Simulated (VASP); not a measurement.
# Se (P3_121) in VASP: notebook

One crystal, Se, is run at these levels: rev-vdW-DF2, LDA; tasks: relaxation of cell and atoms.

Everything below comes from runs of VASP 6.6.1. Logs are shortened: lines on timing, memory, paths and dates and some standing lists are left out, and cuts for length are marked.

### Step 1. The crystal as given

Symmetry: P3_121, No. 152, trigonal system. Conventional cell: a = 4.366 Å, b = 4.366 Å, c = 4.954 Å, α = 90.00°, β = 90.00°, γ = 120.00°. Se (site symmetry 2) has 2 Se at 2.37 Å as nearest neighbours.

### Step 2. Relaxation of cell and atoms, rev-vdW-DF2

File INCAR:

```
PREC     = Accurate       # precision mode
ENCUT    = 600            # plane-wave cutoff, eV
EDIFF    = 1E-6           # SCF threshold, eV
ISMEAR   = 0              # smearing method
SIGMA    = 0.03           # smearing width, eV
LREAL    = False          # projectors in reciprocal space
LASPH    = True           # aspherical terms in the spheres
NELM     = 80             # most SCF steps
ALGO     = Normal         # electronic algorithm
ISIF     = 3              # what is computed and relaxed
LWAVE    = False          # write WAVECAR
LCHARG   = False          # write CHGCAR
GGA      = MK             # functional
LUSE_VDW = True         
AGGAC    = 0.0          
PARAM1   = 0.1234       
PARAM2   = 0.711357     
ZAB_VDW  = -1.8867      
IBRION   = 2              # ionic algorithm
NSW      = 90             # ionic steps
EDIFFG   = -0.01          # ionic threshold
KPAR     = 2
```

File KPOINTS:

```
regular mesh
0
Gamma
  9 9 6
```

File POSCAR:

```
Se
1.0
    4.3662000000      0.0000000000      0.0000000000
   -2.1831000000      3.7812401180      0.0000000000
    0.0000000000      0.0000000000      4.9536000000
Se
3
Direct
    0.2254000000      0.0000000000      0.3333333333
    0.0000000000      0.2254000000      0.6666666667
    0.7746000000      0.7746000000      0.0000000000
```

Potentials or basis: VASP PAW PBE potentials, release 64 (Se).

The run is started by

```sh
$ cat potpaw_PBE.64/Se/POTCAR > POTCAR
$ mpirun -np 2 vasp_std > vasp.out
```

OUTCAR:

```text
PREC = Accurate
   ENCUT = 600
   EDIFF = 1E-6
   ISMEAR = 0
   LREAL = False
   LASPH = True
   NELM = 80
   ISIF = 3
   GGA = MK
   IBRION = 2
   NSW = 90
   EDIFFG = -0.01

 ion  position               nearest neighbor table
   1  0.225  0.000  0.333-   3 2.37   2 2.37
   2  0.000  0.225  0.667-   3 2.37   1 2.37
   3  0.775  0.775  0.000-   2 2.37   1 2.37

  LATTYP: Found a hexagonal cell.
 ALAT       =     4.3662000000
 C/A-ratio  =     1.1345334616

  Lattice vectors:

 A1 = (   4.3662000000,   0.0000000000,   0.0000000000)
 A2 = (  -2.1831000000,   3.7812401180,   0.0000000000)
 A3 = (   0.0000000000,   0.0000000000,   4.9536000000)

Analysis of symmetry for initial positions (statically):
=====================================================================
 Subroutine PRICEL returns:
 Original cell was already a primitive cell.

 Routine SETGRP: Setting up the symmetry group for a
 hexagonal supercell.

 Subroutine GETGRP returns: Found  6 space group operations
 (whereof  2 operations were pure point group operations)
 out of a pool of 24 trial point group operations.

The static configuration has the point symmetry C_2 .
 The point group associated with its full space group is D_3 .

Analysis of symmetry for dynamics (positions and initial velocities):
=====================================================================
 Subroutine PRICEL returns:
 Original cell was already a primitive cell.

 Routine SETGRP: Setting up the symmetry group for a
 hexagonal supercell.

 Subroutine GETGRP returns: Found  6 space group operations
 (whereof  2 operations were pure point group operations)
 out of a pool of 24 trial point group operations.

The dynamic configuration has the point symmetry C_2 .
 The point group associated with its full space group is D_3 .

 Subroutine INISYM returns: Found  6 space group operations
 (whereof  2 operations are pure point group operations),
 and found     1 'primitive' translations

----------------------------------------------------------------------------------------

                                     Primitive cell

  volume of cell :      81.7822

  direct lattice vectors                    reciprocal lattice vectors
     4.366200000  0.000000000  0.000000000     0.229032110  0.132231751  0.000000000
[... 112 lines left out ...]
   LORBIT       =      0    0 simple, 1 ext, 2 COOP (PROOUT), +10 PAW based schemes
   GGA     = MK    functional components
   LHFCALC =     F    Hartree Fock is set to
   AEXX    =    0.0000 exact exchange contribution
   IVDW_NL    =     1    kernel type
   BPARAM     = 6.3000
   IVDW    =     0    specifies the selected vdW correction
   LEPSILON=     F    determine dielectric tensor
   LRPA    =     F    only Hartree local field effects (RPA)
 conjugate gradient relaxation of ions
 non-spin polarized calculation
 Gauss-broadening in eV      SIGMA  =   0.03
  energy-cutoff  :      600.00
  volume of cell :       81.78
 maximum number of plane-waves:      2756
 NGX is ok and might be reduce to    36
   NGX = 17   NGY = 17   NGZ = 19

--------------------------------------- Ionic step        1  -------------------------------------------

 number of electron      18.0000000 magnetization

 Free energy of the ion-electron system (eV)
  ---------------------------------------------------
  ext. energy  EPLUGINS =         0.00000000
  ---------------------------------------------------
  free energy    TOTEN  =        -6.27546602 eV

  energy without entropy =       -6.27546602  energy(sigma->0) =       -6.27546602

------------------------ aborting loop because EDIFF is reached ----------------------------------------

  FORCE on cell =-STRESS in cart. coord.  units (eV):
  Direction    XX          YY          ZZ          XY          YZ          ZX
  --------------------------------------------------------------------------------------
  -------------------------------------------------------------------------------------
  Total        0.6154691      0.6154691      1.8759311      0.0000000      0.0000000      0.0000000
  in kB       12.0575213     12.0575213     36.7509562      0.0000000      0.0000000      0.0000000
  external PRESSURE =      20.2886663 kB  Pullay stress =       0.0000000 kB
[... 100 lines left out ...]
  energy  without entropy=       -6.3085919007  energy(sigma->0) =       -6.30859190

Total vdW correction in eV:      2.9764890

[... ionic steps 4 to 8 ...]

--------------------------------------- Ionic step        9  -------------------------------------------

 number of electron      18.0000000 magnetization

------------------------ aborting loop because EDIFF is reached ----------------------------------------
[... 73 lines left out ...]
--------------------------------------- Ionic step       11  -------------------------------------------

 number of electron      18.0000000 magnetization

 Free energy of the ion-electron system (eV)
  ---------------------------------------------------
  ext. energy  EPLUGINS =         0.00000000
  ---------------------------------------------------
  free energy    TOTEN  =        -6.35589463 eV

  energy without entropy =       -6.35589463  energy(sigma->0) =       -6.35589463

 E-fermi :   3.3911     XC(G=0):  -9.3676

 val. band max:        3.2198370654   @ k =   0.3333   0.3333   0.5000
 cond. band min:       3.7407740647   @ k =   0.3333   0.3333   0.5000
 fundamental gap:      0.5209369993
 Fermi energy:         3.3911421406

 k-point     1 :       0.0000    0.0000    0.0000
  band No.  band energies     occupation
      1     -12.4800      2.00000
      2      -8.5956      2.00000
      3      -8.5956      2.00000
      4      -0.2705      2.00000
      5      -0.1443      2.00000
      6      -0.1443      2.00000
      7       1.4654      2.00000
      8       1.4654      2.00000
      9       2.7707      2.00000
     10       4.6795      0.00000
     11       4.6795      0.00000
     12       5.2741      0.00000
     13       9.6827      0.00000
[... 354 lines left out ...]
  band No.  band energies     occupation
      1     -11.8936      2.00000
      2      -9.5710      2.00000
      3      -7.9249      2.00000
      4      -1.8766      2.00000
      5      -1.3971      2.00000
      6      -0.2475      2.00000
      7       1.1826      2.00000
      8       1.9145      2.00000
      9       2.6271      2.00000
     10       4.5677      0.00000
     11       5.2543      0.00000
     12       5.6166      0.00000
     13       8.6426      0.00000

 [... further k-points ...]
[... 5 lines left out ...]
  --------------------------------------------------------------------------------------
  -------------------------------------------------------------------------------------
  Total        0.0001510      0.0001510     -0.0155178      0.0000000      0.0000000      0.0000000
  in kB        0.0031877      0.0031877     -0.3276447      0.0000000      0.0000000      0.0000000
  external PRESSURE =      -0.1070898 kB  Pullay stress =       0.0000000 kB
[... 22 lines left out ...]
  energy  without entropy=       -6.3558946340  energy(sigma->0) =       -6.35589463

Total vdW correction in eV:      2.7687949

 reached required accuracy - stopping structural energy minimisation
```

OSZICAR:

```text
N       E                     dE             d eps       ncg     rms          rms(c)
DAV:   1     0.100689322126E+03    0.10069E+03   -0.79101E+03  1612   0.128E+03
DAV:   2     0.700037533229E+00   -0.99989E+02   -0.95741E+02  2157   0.186E+02
DAV:   3    -0.629112412692E+01   -0.69912E+01   -0.69463E+01  1987   0.565E+01
[... 85 lines left out ...]
DAV:   1    -0.635593972054E+01   -0.14883E-03   -0.20860E-02  1612   0.871E-01    0.943E-02
DAV:   2    -0.635592245792E+01    0.17263E-04   -0.79369E-04  1797   0.193E-01    0.351E-02
DAV:   3    -0.635589508151E+01    0.27376E-04   -0.53965E-05  1882   0.484E-02    0.166E-02
DAV:   4    -0.635589424259E+01    0.83892E-06   -0.16275E-05  1832   0.269E-02    0.469E-03
DAV:   5    -0.635589463396E+01   -0.39137E-06   -0.13034E-06   876   0.837E-03
  11 F= -.63558946E+01 E0= -.63558946E+01  d E =-.103085E-03
```

Run time: 9.2 min. Hardware: 2 MPI ranks of Intel Xeon 6975P-C (Granite Rapids), shared host; peak memory 0.53 GiB.

What came out:

| Item | Value |
| --- | --- |
| Free energy | -6.3559 eV |
| Relaxed volume | 25.29 Å³/atom |
| Relaxed cell | a = 4.119 Å, b = 4.119 Å, c = 5.165 Å, α = 90.00°, β = 90.00°, γ = 120.00° |
| Space group after relaxing (to 0.05 Å) | P3_121 (No. 152) |
| Energy gained by relaxing | 26.8 meV/atom |
| Ionic steps | 11 |
| Pressure after relaxing | 0.0 GPa |
| Band gap on the k mesh | 0.52 eV, direct |

Forces on the atoms (eV/Å):
```
Se   0.003  0.000  0.000
Se  -0.001  0.002  0.000
Se  -0.001 -0.002  0.000
```

Step by step:
```
step  energy change (eV)  largest force (eV/Å)  pressure (GPa)  volume (Å³)
   1              0.0000                0.6307            2.03        81.78
   2             -0.0116                0.2683           -2.53        85.93
   3             -0.0331                0.0996           -0.63        84.01
   4             -0.0415                0.0996           -0.57        83.09
   5             -0.0624                0.1085           -0.26        80.36
   6             -0.0766                0.1464            0.96        74.96
   7             -0.0791                0.0030            0.13        74.95
   8             -0.0793                0.0294            0.28        74.95
   9             -0.0798                0.0164            0.16        75.25
  10             -0.0803                0.0100           -0.10        75.87
  11             -0.0804                0.0028           -0.01        75.88
```

Final structure:
```
CELL_PARAMETERS angstrom
4.11877 0.00000 0.00000
-2.05938 3.56696 0.00000
0.00000 0.00000 5.16503
ATOMIC_POSITIONS crystal
Se 0.24580 0.00000 0.33333
Se 0.00000 0.24580 0.66667
Se 0.75420 0.75420 0.00000
```

Caveat: the PAW data sets were made with another functional, which shifts forces and pressure a little; an odd mesh through Γ misses points on the zone boundary, where band edges often lie.

### Step 3. Relaxation of cell and atoms, rev-vdW-DF2

This run uses another cell than the first one, of 25.29 Å³/atom, 0.928 times its volume.

Edit INCAR of step 2 so:

```diff
@@ -2,3 +2,3 @@
 ENCUT    = 600            # plane-wave cutoff, eV
-EDIFF    = 1E-6           # SCF threshold, eV
+EDIFF    = 1E-7           # SCF threshold, eV
 ISMEAR   = 0              # smearing method
@@ -20,3 +20,3 @@
 NSW      = 90             # ionic steps
-EDIFFG   = -0.01          # ionic threshold
+EDIFFG   = -0.005         # ionic threshold
 KPAR     = 2
```

KPOINTS is that of step 2.

File POSCAR:

```
Se                                      
1.0
    4.1187682806     -0.0000000000     -0.0000000000
   -2.0593841403      3.5669579633     -0.0000000000
   -0.0000000000     -0.0000000000      5.1650274823
  Se            
     3
Direct
     0.2458034752778075    0.0000000000000000    0.3333333332999970
     0.9999999999999997    0.2458034752778070    0.6666666667000030
     0.7541965247221928    0.7541965247221931    0.0000000000000000
```

Potentials or basis: VASP PAW PBE potentials, release 64 (Se).

The run is started by

```sh
$ cat potpaw_PBE.64/Se/POTCAR > POTCAR
$ mpirun -np 2 vasp_std > vasp.out
```

It took 1.9 min on 2 MPI ranks of Intel Xeon 6975P-C (Granite Rapids), shared host; peak memory 0.54 GiB.

Results (log left out):

```yaml
Free_energy: -6.3557 eV
Relaxed_volume: 25.29 Å³/atom
Relaxed_cell: a = 4.119 Å, b = 4.119 Å, c = 5.164 Å, α = 90.00°, β = 90.00°, γ = 120.00°
Space_group_after_relaxing_to_0.05_Å: P3_121 (No. 152)
Energy_gained_by_relaxing: 0.0 meV/atom
Ionic_steps: 2
Pressure_after_relaxing: 0.0 GPa
Band_gap_on_the_k_mesh: 0.52 eV, direct
```

Forces in eV/Å, atoms in the order of the input:
```
Se   0.003  0.000  0.000
Se  -0.001  0.003  0.000
Se  -0.001 -0.003  0.000
```

Final structure:
```
Se
1.0
     4.11884    0.00000    0.00000
    -2.05942    3.56702    0.00000
     0.00000    0.00000    5.16374
Se
3
Cartesian
  1.0125 0.0000 1.7212
  -0.5063 0.8769 3.4425
  1.5532 2.6901 0.0000
```

Levels at points of the mesh, in eV from the valence-band top:
| k point | band 6 | band 7 | band 8 | band 9 | band 10 | band 11 | band 12 | band 13 |
| --- | --- | --- | --- | --- | --- | --- | --- | --- |
| (0.00, 0.00, 0.00) | -3.37 | -1.76 | -1.76 | -0.45 | 1.46 | 1.46 | 2.05 | 6.46 |
| (0.00, 0.00, 0.50) | -2.98 | -1.27 | -1.27 | -1.27 | 0.98 | 0.98 | 0.99 | 5.87 |

Caveat: the PAW data sets were made with another functional, which shifts forces and pressure a little; an odd mesh through Γ misses points on the zone boundary, where band edges often lie.

(Continued in part 2 of 2.)
